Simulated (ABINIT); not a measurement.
# Nb (Im-3m) in ABINIT: single point with PBEsol

Aim: the single point of Nb with PBEsol.

Everything below comes from runs of ABINIT 10.8.3 (patched build). Logs are shortened: lines on timing, memory, paths and dates and some standing lists are left out, and cuts for length are marked. The log counts tension as positive stress, the text compression.

### 1 The crystal as given

It takes space group Im-3m (No. 229, cubic). Conventional cell: a = 3.328 Å, b = 3.328 Å, c = 3.328 Å, α = 90.00°, β = 90.00°, γ = 90.00°. Nb (site symmetry m-3m) has 8 Nb at 2.88 Å as nearest neighbours.

### 2 Single point, PBEsol

Input file run.abi:

```
# Pseudopotentials
pp_dirpath "./"
pseudos "Nb.GGA_PBE-JTH.xml"

# Structure
acell 2.8820459413 2.8820459413 2.8820459413 Angstrom
rprim
    -0.5773502692     0.5773502692     0.5773502692
     0.5773502692    -0.5773502692     0.5773502692
     0.5773502692     0.5773502692    -0.5773502692
ntypat 1
znucl 41
natom 1
typat 1
xred
     0.0000000000     0.0000000000     0.0000000000

# Plane-wave basis
ecut 16.0
pawecutdg 32.0
pawxcdev 0

# k points
kptopt 1
ngkpt 8 8 8
nshiftk 1
shiftk 0.0 0.0 0.0

# Exchange and correlation
ixc -116133

# Bands and occupations
nband 11
occopt 3
tsmear 0.05 eV

# SCF cycle
nstep 100
tolvrs 1.0e-9

# Output
iomode 3
prtwf 0
prtden 0
prteig 0
prtebands 0
```

Potentials or basis: JTH PAW PBE v2.0.

Started as:

```sh
$ mpirun --bind-to none -np 4 abinit run.abi > log 2>&1
```

run.abo:

```text
.Version 10.8.3 of ABINIT
 Symmetries : space group Im -3 m (#229); Bravais cI (body-center cubic)
================================================================================
 Values of the parameters that define the memory need of the present run
     intxc =       0    ionmov =       0      iscf =      17    lmnmax =      18
     lnmax =       6     mgfft =      20  mpssoang =       3    mqgrid =    3001
     natom =       1  nloc_mem =       2    nspden =       1   nspinor =       1
    nsppol =       1      nsym =      48    n1xccc =       1    ntypat =       1
    occopt =       3   xclevel =       2
       mpw =         386          nfft =        8000          nkpt =          29
 PAW method is used; the additional fine FFT grid is defined by:
   mgfftf=        30    nfftf =     27000
================================================================================
================================================================================

--------------------------------------------------------------------------------
------------- Echo of variables that govern the present computation ------------
--------------------------------------------------------------------------------
 -outvars: echo values of preprocessed input variables --------
            acell      5.4462775113E+00  5.4462775113E+00  5.4462775113E+00 Bohr
              amu      9.29063800E+01
             ecut      1.60000000E+01 Hartree
              ixc     -116133
         kptrlatt        8    0    0      0    8    0      0    0    8
          kptrlen      4.35702201E+01
            natom           1
            nband          11
            ngfft          20      20      20
          ngfftdg          30      30      30
             nkpt          29
            nstep         100
             nsym          48
           ntypat           1
           occopt           3
        pawecutdg      3.20000000E+01 Hartree
         pawxcdev           0
           prtden           0
        prtebands           0
           prteig           0
            prtwf           0
            rprim     -5.7735026920E-01  5.7735026920E-01  5.7735026920E-01
                       5.7735026920E-01 -5.7735026920E-01  5.7735026920E-01
                       5.7735026920E-01  5.7735026920E-01 -5.7735026920E-01
          spgroup         229
           tolvrs      1.00000000E-09
           tsmear      1.83746611E-03 Hartree
            typat      1
           useylm           1
            znucl       41.00000

================================================================================

 chkinp: Checking input parameters for consistency.

================================================================================
== DATASET  1 ==================================================================

--- !DatasetInfo
iteration_state: {dtset: 1, }
dimensions: {natom: 1, nkpt: 29, mband: 11, nsppol: 1, nspinor: 1, nspden: 1, mpw: 386, }
cutoff_energies: {ecut:  16.0, pawecutdg:  32.0, }
electrons: {nelect:   1.30000000E+01, charge:   0.00000000E+00, occopt:   3.00000000E+00, tsmear:   1.83746611E-03, }
meta: {optdriver: 0, ionmov: 0, optcell: 0, iscf: 17, paral_kgb: 0, }
...

 Real(R)+Recip(G) space primitive vectors, cartesian coordinates (Bohr,Bohr^-1):
 R(1)= -3.1444098  3.1444098  3.1444098  G(1)=  0.0000000  0.1590124  0.1590124
 R(2)=  3.1444098 -3.1444098  3.1444098  G(2)=  0.1590124  0.0000000  0.1590124
 R(3)=  3.1444098  3.1444098 -3.1444098  G(3)=  0.1590124  0.1590124  0.0000000
 Unit cell volume ucvol=  1.2435905E+02 bohr^3
 Angles (23,13,12)=  1.09471221E+02  1.09471221E+02  1.09471221E+02 degrees

 Coarse grid specifications (used for wave-functions):

 getcut: wavevector=  0.0000  0.0000  0.0000  ngfft=  20  20  20
         ecut(hartree)=     16.000   => boxcut(ratio)=   2.04450

 Fine grid specifications (used for densities):

 getcut: wavevector=  0.0000  0.0000  0.0000  ngfft=  30  30  30
         ecut(hartree)=     32.000   => boxcut(ratio)=   2.16312

--- Pseudopotential description ------------------------------------------------
- pspini: atom type   1  psp file is ./Nb.GGA_PBE-JTH.xml
 Pseudopotential format is: paw10
 basis_size (lnmax)=  6 (lmn_size= 18), orbitals=   0   0   1   1   2   2
 Spheres core radius: rc_sph= 2.22094190
 Shapefunction is BESSEL type: shapef(r,l)=aa(1,l)*jl(q(1,l)*r)+aa(2,l)*jl(q(2,l)*r)
 Radius for shape functions =  1.90969629
 Compensation charge density is not taken into account in XC energy/potential

   2.03574856E+02                                ecore*ucvol(ha*bohr**3)
--------------------------------------------------------------------------------

================================================================================

--- !BeginCycle
iteration_state: {dtset: 1, }
solver: {iscf: 17, nstep: 100, nline: 4, wfoptalg: 10, }
tolerances: {tolvrs: 1.00E-09, }
...

     iter   Etot(hartree)      deltaE(h)  residm     nres2
 ETOT  1  -57.452956217500    -5.745E+01 3.333E-01 5.031E+00
 ETOT  2  -57.526839132333    -7.388E-02 2.886E-02 4.597E-01
 ETOT  3  -57.526692901992     1.462E-04 4.624E-03 9.938E-02
 ETOT  4  -57.526755711001    -6.281E-05 4.061E-04 2.860E-04
 ETOT  5  -57.526756559545    -8.485E-07 2.262E-04 7.290E-05
 ETOT  6  -57.526756658511    -9.897E-08 1.522E-04 1.853E-06
 ETOT  7  -57.526756672281    -1.377E-08 1.113E-04 1.852E-08
 ETOT  8  -57.526756672217     6.411E-11 6.886E-05 6.145E-09
 ETOT  9  -57.526756672260    -4.284E-11 4.851E-05 5.629E-10

 At SCF step    9       nres2   =  5.63E-10 < tolvrs=  1.00E-09 =>converged.

 Cartesian components of stress tensor (hartree/bohr^3)
  sigma(1 1)=  2.90621481E-04  sigma(3 2)=  0.00000000E+00
  sigma(2 2)=  2.90621481E-04  sigma(3 1)=  0.00000000E+00
  sigma(3 3)=  2.90621481E-04  sigma(2 1)=  0.00000000E+00

--- !ResultsGS
iteration_state: {dtset: 1, }
comment   : Summary of ground state results
lattice_vectors:
- [ -3.1444098,   3.1444098,   3.1444098, ]
- [  3.1444098,  -3.1444098,   3.1444098, ]
- [  3.1444098,   3.1444098,  -3.1444098, ]
lattice_lengths: [   5.44628,    5.44628,    5.44628, ]
lattice_angles: [109.471, 109.471, 109.471, ] # degrees, (23, 13, 12)
lattice_volume:   1.2435905E+02
convergence: {deltae: -4.284E-11, res2:  5.629E-10, residm:  4.851E-05, diffor: null, }
etotal    :  -5.75267567E+01
entropy   :   0.00000000E+00
fermie    :   4.89663232E-01
cartesian_stress_tensor: # hartree/bohr^3
- [  2.90621481E-04,   0.00000000E+00,   0.00000000E+00, ]
- [  0.00000000E+00,   2.90621481E-04,   0.00000000E+00, ]
- [  0.00000000E+00,   0.00000000E+00,   2.90621481E-04, ]
pressure_GPa:  -8.5504E+00
xred      :
- [  0.0000E+00,   0.0000E+00,   0.0000E+00, Nb]
cartesian_forces: # hartree/bohr
- [ -0.00000000E+00,  -0.00000000E+00,  -0.00000000E+00, ]
force_length_stats: {min:   0.00000000E+00, max:   0.00000000E+00, mean:   0.00000000E+00, }
...

 Integrated electronic density in atomic spheres:
 ------------------------------------------------
 Atom  Sphere_radius  Integrated_density
    1        2.22094         10.12081557

================================================================================

 ----iterations are completed or convergence reached----

 Mean square residual over all n,k,spin=   16.332E-08; max=  48.514E-06
 reduced coordinates (array xred) for    1 atoms
       0.000000000000      0.000000000000      0.000000000000
 rms dE/dt=  0.0000E+00; max dE/dt=  0.0000E+00; dE/dt below (all hartree)
    1       0.000000000000      0.000000000000      0.000000000000

 cartesian coordinates (angstrom) at end:
    1      0.00000000000000     0.00000000000000     0.00000000000000

 cartesian forces (hartree/bohr) at end:
    1     -0.00000000000000    -0.00000000000000    -0.00000000000000
 frms,max,avg= 0.0000000E+00 0.0000000E+00   0.000E+00  0.000E+00  0.000E+00 h/b

 cartesian forces (eV/Angstrom) at end:
    1     -0.00000000000000    -0.00000000000000    -0.00000000000000
 frms,max,avg= 0.0000000E+00 0.0000000E+00   0.000E+00  0.000E+00  0.000E+00 e/A
 length scales=  5.446277511341  5.446277511341  5.446277511341 bohr
              =  2.882045941300  2.882045941300  2.882045941300 angstroms
 Fermi (or HOMO) energy (hartree) =   0.48966   Average Vxc (hartree)=  -0.45750
 Eigenvalues (hartree) for nkpt=  29  k points:
 kpt#   1, nband= 11, wtk=  0.00195, kpt=  0.0000  0.0000  0.0000 (reduced coord)
  -1.50213   -0.59695   -0.59695   -0.59695    0.27739    0.50740    0.50740    0.50740
   0.61163    0.61163    1.01311
      occupation numbers for kpt#   1
   2.00000    2.00000    2.00000    2.00000    2.00000    0.00013    0.00013    0.00013
   0.00000    0.00000    0.00000
 prteigrs : prtvol=0 or 1, do not print more k-points.

--- !EnergyTerms
iteration_state     : {dtset: 1, }
comment             : Components of total free energy in Hartree
kinetic             :  1.31345456372484E+01
hartree             :  8.84069682087807E+00
xc                  : -6.55692298535572E+00
Ewald energy        : -4.88987198367939E+01
psp_core            :  1.63699264131833E+00
local_psp           : -4.01369996360365E+01
PAW spherical_terms :  1.44541015635659E+01
internal            : -5.75263057951754E+01
'-kT*entropy'       : -4.10988983738352E-04
total_energy        : -5.75267167841592E+01
total_energy_eV     : -1.56538170987691E+03
...

--- !EnergyTermsDC
iteration_state     : {dtset: 1, }
comment             : '"Double-counting" decomposition of free energy'
band_energy         : -4.54102201937671E+00
Ewald energy        : -4.88987198367939E+01
psp_core            :  1.63699264131833E+00
xc_dc               : -7.64385451637587E+00
PAW spherical_terms :  1.92025804795183E+00
internal            : -5.75263456832763E+01
'-kT*entropy'       : -4.10988983738352E-04
total_energy_dc     : -5.75267566722600E+01
total_energy_dc_eV  : -1.56538279528743E+03
...

--- !EnergyTermsWithPAWCore
iteration_state     : {dtset: 1, }
comment             : 'Components of total free energy, including PAW core contributions'
Total energy        : -3.81790173422545E+03
Total energy DC     : -3.81790177411355E+03
Total energy (eV)   : -1.03890398739209E+05
Total energy DC (eV): -1.03890399824620E+05
...

 Cartesian components of stress tensor (hartree/bohr^3)
  sigma(1 1)=  2.90621481E-04  sigma(3 2)=  0.00000000E+00
  sigma(2 2)=  2.90621481E-04  sigma(3 1)=  0.00000000E+00
  sigma(3 3)=  2.90621481E-04  sigma(2 1)=  0.00000000E+00

-Cartesian components of stress tensor (GPa)         [Pressure= -8.5504E+00 GPa]
- sigma(1 1)=  8.55037918E+00  sigma(3 2)=  0.00000000E+00
- sigma(2 2)=  8.55037918E+00  sigma(3 1)=  0.00000000E+00
- sigma(3 3)=  8.55037918E+00  sigma(2 1)=  0.00000000E+00

== END DATASET(S) ==============================================================
================================================================================

 -outvars: echo values of variables after computation  --------
            acell      5.4462775113E+00  5.4462775113E+00  5.4462775113E+00 Bohr
           etotal     -5.7526756672E+01
            fcart     -0.0000000000E+00 -0.0000000000E+00 -0.0000000000E+00
            rprim     -5.7735026920E-01  5.7735026920E-01  5.7735026920E-01
                       5.7735026920E-01 -5.7735026920E-01  5.7735026920E-01
                       5.7735026920E-01  5.7735026920E-01 -5.7735026920E-01
           strten      2.9062148125E-04  2.9062148125E-04  2.9062148125E-04
                       0.0000000000E+00  0.0000000000E+00  0.0000000000E+00
 Calculation completed.
```

It took 3.7 s on 4 MPI ranks of Arm Neoverse V2, shared host; peak memory 0.32 GiB.

Results:

| Quantity | Value |
| --- | --- |
| Free energy | -1565.3828 eV |
| Pressure | -8.6 GPa |
| Band gap on the k mesh | none (metal or under the smearing width) |
| Valence electrons inside the program's atomic spheres | Nb 10.12 (radii [1.1753] Å) |

Levels at points of the mesh, in eV from the Fermi level:
| k point | band 4 | band 5 | band 6 | band 7 | band 8 | band 9 |
| --- | --- | --- | --- | --- | --- | --- |
| (0.00, 0.00, 0.00) | -29.57 | -5.78 | 0.48 | 0.48 | 0.48 | 3.32 |
| (0.50, 0.00, 0.00) | -29.58 | -3.52 | -1.48 | 2.30 | 3.34 | 4.00 |
| (0.50, 0.50, 0.50) | -30.44 | -3.49 | -3.49 | 5.59 | 5.59 | 5.59 |

Caveat: the PAW data sets were made with another functional, which shifts forces and pressure a little.
